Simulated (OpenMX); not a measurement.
## HfN: equation of state with PBE

HfN:

```
Hf N
1.0
     0.00000    2.25600    2.25600
     2.25600    0.00000    2.25600
     2.25600    2.25600    0.00000
Hf N
1 1
Cartesian
  0.0000 0.0000 0.0000
  2.2560 2.2560 2.2560
```

```json
{
  "Program": "OpenMX 3.8.5",
  "Task": "equation of state",
  "Functional": "PBE",
  "Potentials or basis": "OpenMX 2013 PBE set, Hf7.0-s3p2d2f1, N6.0-s2p2d1, fixed grid of 32 × 32 × 32 points",
  "k mesh": "11 × 11 × 11",
  "Occupations": "fermi-dirac, width 0.05 eV",
  "Spin": "no spin polarisation"
}
```

| Item | Value |
| --- | --- |
| Equilibrium volume | 11.70 Å³/atom |
| Bulk modulus | 270 GPa |
| Pressure derivative of the bulk modulus | 4.3 |

Energy against volume, from the lowest point:
```csv
volume (Å³/atom),energy (meV/atom)
10.793,67.60
11.023,36.28
11.252,15.12
11.482,3.36
11.712,0.00
11.941,4.09
12.171,15.03
```

Caveat: volumes in these bases differ from converged ones by about 1 %, for some elements by several; the basis of atomic orbitals isn't converged, which shifts pressures, moduli and gaps. Zero-point motion and thermal expansion aren't in these numbers.
